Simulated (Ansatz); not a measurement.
A (001) slab of Cu (P6_3/mmc (No. 194)), 6 planes, outer planes Cu (top) and Cu (bottom), with 6 atoms (Cu6) in a surface cell of A = 5.711 Å², as cut from the bulk:

```yaml
crystal:
  lattice:
    - [2.56801, 0.00000, 0.00000]
    - [-1.28401, 2.22396, 0.00000]
    - [0.00000, 0.00000, 25.48382]
  atoms:
    - { symbol: Cu, position: [0.66667, 0.33333, 0.29430] }
    - { symbol: Cu, position: [0.33333, 0.66667, 0.37658] }
    - { symbol: Cu, position: [0.66667, 0.33333, 0.45886] }
    - { symbol: Cu, position: [0.33333, 0.66667, 0.54114] }
    - { symbol: Cu, position: [0.66667, 0.33333, 0.62342] }
    - { symbol: Cu, position: [0.33333, 0.66667, 0.70570] }
```

All numbers below come from DFT PBE, scalar-relativistic, plane waves, PAW in Ansatz. Settings: cutoff 420 eV, Γ-centred mesh 15×15×1 on the computed 6-atom cell, Gaussian smearing of 0.10 eV; no spin polarisation. The cell repeats along c with a dipole correction in the vacuum.

Against the same 6 atoms in the bulk, the slab as cut lies 0.953 eV higher and the relaxed slab 0.952 eV higher.

(1) Work out the surface energy before and after relaxation.

(2) What is the ideal work of this cut, per area?

Answers

(1) The slab has two faces, so γ = (E_slab − N·E_bulk)/(2A), the mean of both. As cut: 0.953/(2 × 5.711) = 0.0834 eV/Å², and 1 eV/Å² = 16.02 J/m², so γ = 1.34 J/m². Relaxed: 0.952/(2 × 5.711) = 0.0833 eV/Å² = 1.34 J/m². Relaxation recovers 0.1 % of the cost of cutting.

(2) Griffith's ideal work is 2γ: 2.67 J/m², whether the new faces relax or not. One thickness was run, 6 planes, so γ can still shift with it.

The reference crystal is a form of Cu, which isn't its usual structure.